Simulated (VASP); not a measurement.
# K (Im-3m) in VASP: notebook

One crystal, K, is run at these levels: r2SCAN; tasks: single point.

Everything below comes from runs of VASP 6.6.1. Logs are shortened: lines on timing, memory, paths and dates and some standing lists are left out, and cuts for length are marked.

### Step 1. Starting point

It takes space group Im-3m (No. 229, cubic). Conventional cell: a = 5.395 Å, b = 5.395 Å, c = 5.395 Å, α = 90.00°, β = 90.00°, γ = 90.00°.

### Step 2. Single point, r2SCAN

File INCAR:

```
SYSTEM = K
ADDGRID = .False.
ALGO = Normal
EDIFF = 1E-6
ENCUT = 450
ISIF = 2
ISMEAR = -1
LASPH = .True.
LCHARG = .False.
LMIXTAU = .True.
LREAL = .False.
LWAVE = .False.
METAGGA = R2SCAN
NBANDS = 10
NELM = 100
PREC = Accurate
SIGMA = 0.15
```

File KPOINTS:

```
k-points
0
Gamma
  5 5 5
  0 0 0
```

File POSCAR:

```
K
1.0
   -2.6491090000      2.6630490000      2.6437420000
    2.6773590000     -2.6874940000      2.6964360000
    2.7342160000      2.7726000000     -2.6681870000
K
1
Direct
   -0.0060180000      0.0074470000      0.0002300000
```

Potentials or basis: VASP PAW PBE potentials, release 64 (K_pv).

Command:

```console
$ cat potpaw_PBE.64/K_pv/POTCAR > POTCAR
$ mpirun -np 1 vasp_std > vasp.out
```

OUTCAR:

```text
SYSTEM = K
   EDIFF = 1E-6
   ENCUT = 450
   ISIF = 2
   ISMEAR = -1
   LASPH = .True.
   LREAL = .False.
   METAGGA = R2SCAN
   NELM = 100
   PREC = Accurate

 Found     63 irreducible k-points:

 Following reciprocal coordinates:
            Coordinates               Weight
  0.000000  0.000000  0.000000      1.000000
  0.200000 -0.000000 -0.000000      2.000000
  0.400000  0.000000 -0.000000      2.000000
  0.000000  0.200000  0.000000      2.000000
  0.200000  0.200000 -0.000000      2.000000
  0.400000  0.200000  0.000000      2.000000
   k-points           NKPTS =     63   k-points in BZ     NKDIM =     63   number of bands    NBANDS=     10
   number of dos      NEDOS =    301   number of ions     NIONS =      1
   total plane-waves  NPLWV =  36864
   dimension x,y,z NGX =    32 NGY =   32 NGZ =   36
   dimension x,y,z NGXF=    64 NGYF=   64 NGZF=   72
   ions per type =               1
   NGX,Y,Z   is equivalent  to a cutoff of  11.58, 11.43, 12.68 a.u.
   NGXF,Y,Z  is equivalent  to a cutoff of  23.16, 22.86, 25.36 a.u.
 SYSTEM =  K
   PREC   = accura    normal or accurate (medium, high low for compatibility)
   ISTART =      0    job   : 0-new  1-cont  2-samecut
   ICHARG =      2    charge: 1-file 2-atom 10-const
   ISPIN  =      1    spin polarized calculation?
   LNONCOLLINEAR =      F non collinear calculations
   LSORBIT =      F    spin-orbit coupling
   LASPH  =      T    aspherical Exc in radial PAW
   ENCUT  =  450.0 eV  33.07 Ry    5.75 a.u.   7.94  8.05  8.16*2*pi/ulx,y,z
   NELM   =    100;   NELMIN=  2; NELMDL= -5     # of ELM steps
   EDIFF  = 0.1E-05   stopping-criterion for ELM
   LREAL  =      F    real-space projection
   EDIFFG = 0.1E-04   stopping-criterion for IOM
   NSW    =      0    number of steps for IOM
   IBRION =     -1    ionic relax: 0-MD 1-quasi-New 2-CG
   NFREE  =      0    steps in history (QN), initial steepest desc. (CG)
   ISIF   =      2    stress and relaxation
   ISYM   =      2    0-nonsym 1-usesym 2-fastsym
   POTIM  = 0.5000    time-step for ionic-motion
   TEBEG  =    0.0;   TEEND  =   0.0 temperature during run
   PSTRESS=    0.0 pullay stress
   NELECT =       7.0000    total number of electrons
   NUPDOWN=      -1.0000    fix difference up-down
   EMIN   =  10.00;   EMAX   =-10.00  energy-range for DOS
   EFERMI =   0.00;   METHOD = LEGACY
   ISMEAR =    -1;   SIGMA  =   0.15  broadening in eV -4-tet -1-fermi 0-gaus
   EFERMI_NEDOS =   21; number of points for ismear=-14 and -15
   IALGO  =     38    algorithm
   IMIX   =      4    mixing-type and parameters
     AMIX     =   0.40;   BMIX     =  1.00
     AMIX_MAG =   1.60;   BMIX_MAG =  1.00
  volume/ion in A,a.u.               =      78.52       529.87
  Fermi-wavevector in a.u.,A,eV,Ry     =   0.731335  1.382024  7.277098  0.534852
  Thomas-Fermi vector in A             =   1.823527
   LORBIT       =      0    0 simple, 1 ext, 2 COOP (PROOUT), +10 PAW based schemes
   METAGGA = R2SCAN    functional components
   LHFCALC =     F    Hartree Fock is set to
   AEXX    =    0.0000 exact exchange contribution
   IVDW    =     0    specifies the selected vdW correction
   LEPSILON=     F    determine dielectric tensor
   LRPA    =     F    only Hartree local field effects (RPA)
 non-spin polarized calculation
  energy-cutoff  :      450.00
  volume of cell :       78.52
 maximum number of plane-waves:      1719
   NGX = 15   NGY = 17   NGZ = 17

 number of electron       7.0000000 magnetization

 Free energy of the ion-electron system (eV)
  ---------------------------------------------------
  ext. energy  EPLUGINS =         0.00000000
  ---------------------------------------------------
  free energy    TOTEN  =        -6.00954973 eV

  energy without entropy =       -5.95540068  energy(sigma->0) =       -5.98247520

 E-fermi :  -1.2212     XC(G=0):  -5.7881

 val. band max:       -1.5102939487   @ k =  -0.4000   0.4000   0.0000
 cond. band min:      -1.1961096008   @ k =   0.2000  -0.2000   0.4000
 fundamental gap:      0.3141843479
 Fermi energy:        -1.2211806742

 k-point     1 :       0.0000    0.0000    0.0000
  band No.  band energies     occupation
      1     -17.4945      2.00000
      2     -17.4937      2.00000
      3     -17.4928      2.00000
      4      -3.4273      2.00000
      5       3.4669      0.00000
      6       3.5298      0.00000
      7       3.6609      0.00000
      8       4.5031      0.00000
      9       4.6036      0.00000
     10       6.8428      0.00000

 k-point     2 :       0.2000   -0.0000   -0.0000
  band No.  band energies     occupation
      1     -17.5145      2.00000
      2     -17.5000      2.00000
      3     -17.4935      2.00000
      4      -2.9233      1.99998
      5       2.5087      0.00000
      6       2.9673      0.00000
      7       3.9228      0.00000
      8       4.2643      0.00000
      9       4.3989      0.00000
     10       7.1134      0.00000

 k-point     3 :       0.4000    0.0000   -0.0000
  band No.  band energies     occupation
      1     -17.5471      2.00000
      2     -17.5106      2.00000
      3     -17.4934      2.00000
      4      -1.5259      1.76819
      5       0.4305      0.00003
      6       2.3448      0.00000
      7       4.2546      0.00000
      8       4.6139      0.00000
      9       5.0385      0.00000
     10       5.6597      0.00000

 k-point     4 :       0.0000    0.2000    0.0000
  band No.  band energies     occupation
      1     -17.5127      2.00000
      2     -17.4998      2.00000
      3     -17.4941      2.00000
      4      -2.9312      1.99998
      5       2.4537      0.00000
      6       2.9296      0.00000
      7       3.9242      0.00000
      8       4.3776      0.00000
      9       4.4320      0.00000
     10       7.1087      0.00000

 k-point     5 :       0.2000    0.2000   -0.0000
  band No.  band energies     occupation
      1     -17.5310      2.00000
      2     -17.5114      2.00000
      3     -17.4985      2.00000
      4      -1.9901      1.98819
      5       1.4191      0.00000
      6       1.9259      0.00000
      7       4.1036      0.00000
      8       4.1695      0.00000
      9       5.1276      0.00000
     10       5.9416      0.00000

 k-point     6 :       0.4000    0.2000    0.0000
  band No.  band energies     occupation
      1     -17.5455      2.00000
      2     -17.5196      2.00000
      3     -17.4990      2.00000
      4      -0.3577      0.00630
      5      -0.2493      0.00307
      6       1.4553      0.00000
      7       3.7178      0.00000
      8       4.6445      0.00000
      9       4.9623      0.00000
     10       6.2634      0.00000

 [... further k-points ...]

------------------------ aborting loop because EDIFF is reached ----------------------------------------

  FORCE on cell =-STRESS in cart. coord.  units (eV):
  Direction    XX          YY          ZZ          XY          YZ          ZX
  --------------------------------------------------------------------------------------
  -------------------------------------------------------------------------------------
  Total       -0.0368968     -0.0336947     -0.0399909     -0.0505441      0.0157622     -0.0151499
  in kB       -0.7528817     -0.6875435     -0.8160179     -1.0313551      0.3216289     -0.3091348
  external PRESSURE =      -0.7521477 kB  Pullay stress =       0.0000000 kB

 VOLUME and BASIS-vectors are now :
 -----------------------------------------------------------------------------
  energy-cutoff  :      450.00
  volume of cell :       78.52
      direct lattice vectors                 reciprocal lattice vectors
    -2.649109000  2.663049000  2.643742000    -0.003889548  0.184877607  0.188126541
     2.677359000 -2.687494000  2.696436000     0.183848792 -0.002040834  0.186277758
     2.734216000  2.772600000 -2.668187000     0.181941348  0.181121382 -0.000133391

 POSITION                                       TOTAL-FORCE (eV/Angst)
 -----------------------------------------------------------------------------------
     -2.61260      2.62765      2.64730         0.000000     -0.000000      0.000000
 -----------------------------------------------------------------------------------
    total drift:                               -0.000001      0.000022      0.000011

  FREE ENERGIE OF THE ION-ELECTRON SYSTEM (eV)
  ---------------------------------------------------
  free  energy   TOTEN  =        -6.0095497285 eV

  energy  without entropy=       -5.9554006771  energy(sigma->0) =       -5.98247520
```

It took 2.5 min on 1 thread of Intel Xeon Platinum 8559C (Emerald Rapids), shared host; peak memory 0.21 GiB.

The run converged, but some of its settings lie outside the range that counts as converged, so its numbers aren't taken as properties of the crystal.

What came out:

```yaml
Free_energy: -6.0095 eV
Pressure: -0.1 GPa
Band_gap_on_the_k_mesh: none (metal or under the smearing width)
```

Caveat: the PAW data sets were made with another functional, which shifts forces and pressure a little.

### Step 3. Single point, r2SCAN

INCAR: that of step 2 with these lines changed.

```diff
@@ -4,3 +4,3 @@
 EDIFF = 1E-6
-ENCUT = 450
+ENCUT = 550
 ISIF = 2
```

KPOINTS is that of step 2.

File POSCAR:

```
K
1.0
   -2.6975585167      2.6975585167      2.6975585167
    2.6975585167     -2.6975585167      2.6975585167
    2.6975585167      2.6975585167     -2.6975585167
K
1
Direct
    0.0000000000      0.0000000000      0.0000000000
```

Potentials or basis: VASP PAW PBE potentials, release 64 (K_pv).

Command:

```console
$ cat potpaw_PBE.64/K_pv/POTCAR > POTCAR
$ mpirun -np 1 vasp_std > vasp.out
```

It took 29 s on 1 thread of Intel Xeon Platinum 8559C (Emerald Rapids), shared host; peak memory 0.21 GiB.

The run converged, but some of its settings lie outside the range that counts as converged, so its numbers aren't taken as properties of the crystal.

Results:

- Free energy: -6.0111 eV
- Pressure: -0.1 GPa
- Band gap on the k mesh: none (metal or under the smearing width)

Caveat: the PAW data sets were made with another functional, which shifts forces and pressure a little.

### Step 4. Single point, r2SCAN

INCAR is that of step 3.

KPOINTS is that of step 3.

File POSCAR:

```
K
1.0
   -2.6491090000      2.6630490000      2.6437420000
    2.6773590000     -2.6874940000      2.6964360000
    2.7342160000      2.7726000000     -2.6681870000
K
1
Direct
   -0.0060180000      0.0074470000      0.0002300000
```

Command:

```console
$ cat potpaw_PBE.64/K_pv/POTCAR > POTCAR
$ mpirun -np 1 vasp_std > vasp.out
```

Wall time 2.9 min (1 thread of Intel Xeon Platinum 8559C (Emerald Rapids), shared host); peak memory 0.25 GiB.

The run converged, but some of its settings lie outside the range that counts as converged, so its numbers aren't taken as properties of the crystal.

Results:

```yaml
Free_energy: -6.0102 eV
Pressure: -0.1 GPa
Band_gap_on_the_k_mesh: none (metal or under the smearing width)
```

Caveat: the PAW data sets were made with another functional, which shifts forces and pressure a little.

### Step 5. Single point, r2SCAN

INCAR: that of step 4 with these lines changed.

```diff
@@ -4,3 +4,3 @@
 EDIFF = 1E-6
-ENCUT = 550
+ENCUT = 900
 ISIF = 2
```

File KPOINTS:

```
k-points
0
Gamma
  4 4 4
  0 0 0
```

File POSCAR:

```
K
1.0
   -2.6975585167      2.6975585167      2.6975585167
    2.6975585167     -2.6975585167      2.6975585167
    2.6975585167      2.6975585167     -2.6975585167
K
1
Direct
    0.0000000000      0.0000000000      0.0000000000
```

Potentials or basis: VASP PAW PBE potentials, release 64 (K_pv).

Command:

```console
$ cat potpaw_PBE.64/K_pv/POTCAR > POTCAR
$ mpirun -np 1 vasp_std > vasp.out
```

OUTCAR:

```text
SYSTEM = K
   EDIFF = 1E-6
   ENCUT = 900
   ISIF = 2
   ISMEAR = -1
   LASPH = .True.
   LREAL = .False.
   METAGGA = R2SCAN
   NELM = 100
   PREC = Accurate

 Found      8 irreducible k-points:

 Following reciprocal coordinates:
            Coordinates               Weight
  0.000000  0.000000  0.000000      1.000000
  0.250000  0.000000  0.000000     12.000000
  0.500000  0.000000  0.000000      6.000000
  0.250000  0.250000  0.000000     24.000000
  0.250000  0.250000  0.250000      2.000000
 -0.250000  0.250000  0.250000      6.000000
   k-points           NKPTS =      8   k-points in BZ     NKDIM =      8   number of bands    NBANDS=     10
   number of dos      NEDOS =    301   number of ions     NIONS =      1
   total plane-waves  NPLWV = 110592
   dimension x,y,z NGX =    48 NGY =   48 NGZ =   48
   dimension x,y,z NGXF=    96 NGYF=   96 NGZF=   96
   ions per type =               1
   NGX,Y,Z   is equivalent  to a cutoff of  17.08, 17.08, 17.08 a.u.
   NGXF,Y,Z  is equivalent  to a cutoff of  34.16, 34.16, 34.16 a.u.
 SYSTEM =  K
   PREC   = accura    normal or accurate (medium, high low for compatibility)
   ISTART =      0    job   : 0-new  1-cont  2-samecut
   ICHARG =      2    charge: 1-file 2-atom 10-const
   ISPIN  =      1    spin polarized calculation?
   LNONCOLLINEAR =      F non collinear calculations
   LSORBIT =      F    spin-orbit coupling
   LASPH  =      T    aspherical Exc in radial PAW
   ENCUT  =  900.0 eV  66.15 Ry    8.13 a.u.  11.43 11.43 11.43*2*pi/ulx,y,z
   NELM   =    100;   NELMIN=  2; NELMDL= -5     # of ELM steps
   EDIFF  = 0.1E-05   stopping-criterion for ELM
   LREAL  =      F    real-space projection
   EDIFFG = 0.1E-04   stopping-criterion for IOM
   NSW    =      0    number of steps for IOM
   IBRION =     -1    ionic relax: 0-MD 1-quasi-New 2-CG
   NFREE  =      0    steps in history (QN), initial steepest desc. (CG)
   ISIF   =      2    stress and relaxation
   ISYM   =      2    0-nonsym 1-usesym 2-fastsym
   POTIM  = 0.5000    time-step for ionic-motion
   TEBEG  =    0.0;   TEEND  =   0.0 temperature during run
   PSTRESS=    0.0 pullay stress
   NELECT =       7.0000    total number of electrons
   NUPDOWN=      -1.0000    fix difference up-down
   EMIN   =  10.00;   EMAX   =-10.00  energy-range for DOS
   EFERMI =   0.00;   METHOD = LEGACY
   ISMEAR =    -1;   SIGMA  =   0.15  broadening in eV -4-tet -1-fermi 0-gaus
   EFERMI_NEDOS =   21; number of points for ismear=-14 and -15
   IALGO  =     38    algorithm
   IMIX   =      4    mixing-type and parameters
     AMIX     =   0.40;   BMIX     =  1.00
     AMIX_MAG =   1.60;   BMIX_MAG =  1.00
  volume/ion in A,a.u.               =      78.52       529.87
  Fermi-wavevector in a.u.,A,eV,Ry     =   0.731335  1.382024  7.277097  0.534852
  Thomas-Fermi vector in A             =   1.823527
   LORBIT       =      0    0 simple, 1 ext, 2 COOP (PROOUT), +10 PAW based schemes
   METAGGA = R2SCAN    functional components
   LHFCALC =     F    Hartree Fock is set to
   AEXX    =    0.0000 exact exchange contribution
   IVDW    =     0    specifies the selected vdW correction
   LEPSILON=     F    determine dielectric tensor
   LRPA    =     F    only Hartree local field effects (RPA)
 non-spin polarized calculation
  energy-cutoff  :      900.00
  volume of cell :       78.52
 maximum number of plane-waves:      4897
 NGX is ok and might be reduce to    48
   NGX = 23   NGY = 23   NGZ = 23

 number of electron       7.0000000 magnetization

 Free energy of the ion-electron system (eV)
  ---------------------------------------------------
  ext. energy  EPLUGINS =         0.00000000
  ---------------------------------------------------
  free energy    TOTEN  =        -5.97639384 eV

  energy without entropy =       -5.89186662  energy(sigma->0) =       -5.93413023

 E-fermi :  -1.2330     XC(G=0):  -5.7889

 val. band max:       -1.2539726154   @ k =   0.2500   0.2500   0.0000
 cond. band min:      -0.6415229346   @ k =   0.5000   0.0000   0.0000
 fundamental gap:      0.6124496809
 Fermi energy:        -1.2329506202

 k-point     1 :       0.0000    0.0000    0.0000
  band No.  band energies     occupation
      1     -17.4917      2.00000
      2     -17.4917      2.00000
      3     -17.4917      2.00000
      4      -3.4298      2.00000
      5       3.5638      0.00000
      6       3.5638      0.00000
      7       3.5638      0.00000
      8       4.5423      0.00000
      9       4.5423      0.00000
     10       7.0485      0.00000
[... 53 lines left out ...]
 k-point     6 :      -0.2500    0.2500    0.2500
  band No.  band energies     occupation
      1     -17.5207      2.00000
      2     -17.5111      2.00000
      3     -17.5111      2.00000
      4      -1.9372      1.98189
      5       1.8846      0.00000
      6       2.5906      0.00000
      7       2.5907      0.00000
      8       4.3478      0.00000
      9       4.4967      0.00000
     10       5.9498      0.00000

 [... further k-points ...]

------------------------ aborting loop because EDIFF is reached ----------------------------------------

  FORCE on cell =-STRESS in cart. coord.  units (eV):
  Direction    XX          YY          ZZ          XY          YZ          ZX
  --------------------------------------------------------------------------------------
  -------------------------------------------------------------------------------------
  Total        0.0001807      0.0001807      0.0001807     -0.0000000      0.0000000     -0.0000000
  in kB        0.0036870      0.0036870      0.0036870     -0.0000000      0.0000000     -0.0000000
  external PRESSURE =       0.0036870 kB  Pullay stress =       0.0000000 kB

 VOLUME and BASIS-vectors are now :
 -----------------------------------------------------------------------------
  energy-cutoff  :      900.00
  volume of cell :       78.52
      direct lattice vectors                 reciprocal lattice vectors
    -2.697558517  2.697558517  2.697558517     0.000000000  0.185352791  0.185352791
     2.697558517 -2.697558517  2.697558517     0.185352791  0.000000000  0.185352791
     2.697558517  2.697558517 -2.697558517     0.185352791  0.185352791  0.000000000

 POSITION                                       TOTAL-FORCE (eV/Angst)
 -----------------------------------------------------------------------------------
      0.00000      0.00000      0.00000         0.000000     -0.000000      0.000000
 -----------------------------------------------------------------------------------
    total drift:                               -0.000000      0.000000      0.000000

  FREE ENERGIE OF THE ION-ELECTRON SYSTEM (eV)
  ---------------------------------------------------
  free  energy   TOTEN  =        -5.9763938418 eV

  energy  without entropy=       -5.8918666168  energy(sigma->0) =       -5.93413023
```

OSZICAR:

```text
N       E                     dE             d eps       ncg     rms          rms(c)
DAV:   1     0.203618777320E+02    0.20362E+02   -0.38572E+03   160   0.756E+02
DAV:   2    -0.629656723761E+01   -0.26658E+02   -0.26283E+02   168   0.144E+02
DAV:   3    -0.656063092799E+01   -0.26406E+00   -0.26390E+00   216   0.119E+01
[... 15 lines left out ...]
DAV:  19    -0.597640260201E+01    0.10524E-04   -0.24694E-06   160   0.175E-02    0.596E-03
DAV:  20    -0.597638961408E+01    0.12988E-04   -0.47332E-06   160   0.195E-02    0.492E-03
DAV:  21    -0.597640144160E+01   -0.11828E-04   -0.46750E-06   160   0.183E-02    0.292E-03
DAV:  22    -0.597639417008E+01    0.72715E-05   -0.66451E-06   160   0.191E-02    0.291E-04
DAV:  23    -0.597639384181E+01    0.32827E-06   -0.13421E-07   170   0.517E-03
   1 F= -.59763938E+01 E0= -.59341302E+01  d E =-.845272E-01
```

It took 68 s on 1 thread of Intel Xeon Platinum 8559C (Emerald Rapids), shared host; peak memory 0.35 GiB.

These settings aren't checked as converged: the numbers below hold their error.

Results:

```yaml
Free_energy: -5.9764 eV
Pressure: 0.0 GPa
Band_gap_on_the_k_mesh: none (metal or under the smearing width)
```

Caveat: the k mesh is coarse (spacing up to 0.41 Å⁻¹), so the values aren't converged; the PAW data sets were made with another functional, which shifts forces and pressure a little.

### Step 6. Single point, r2SCAN

INCAR is that of step 5.

KPOINTS is that of step 5.

File POSCAR:

```
K
1.0
   -2.6491090000      2.6630490000      2.6437420000
    2.6773590000     -2.6874940000      2.6964360000
    2.7342160000      2.7726000000     -2.6681870000
K
1
Direct
   -0.0060180000      0.0074470000      0.0002300000
```

Potentials or basis: VASP PAW PBE potentials, release 64 (K_pv).

Command:

```console
$ cat potpaw_PBE.64/K_pv/POTCAR > POTCAR
$ mpirun -np 1 vasp_std > vasp.out
```

It took 3.8 min on 1 thread of Intel Xeon Platinum 8559C (Emerald Rapids), shared host; peak memory 0.39 GiB.

The run converged, but some of its settings lie outside the range that counts as converged, so its numbers aren't taken as properties of the crystal.

What came out:

```yaml
Free_energy: -5.9762 eV
Pressure: 0.0 GPa
Band_gap_on_the_k_mesh: none (metal or under the smearing width)
```

Caveat: the k mesh is coarse (spacing up to 0.41 Å⁻¹), so the values aren't converged; the PAW data sets were made with another functional, which shifts forces and pressure a little.
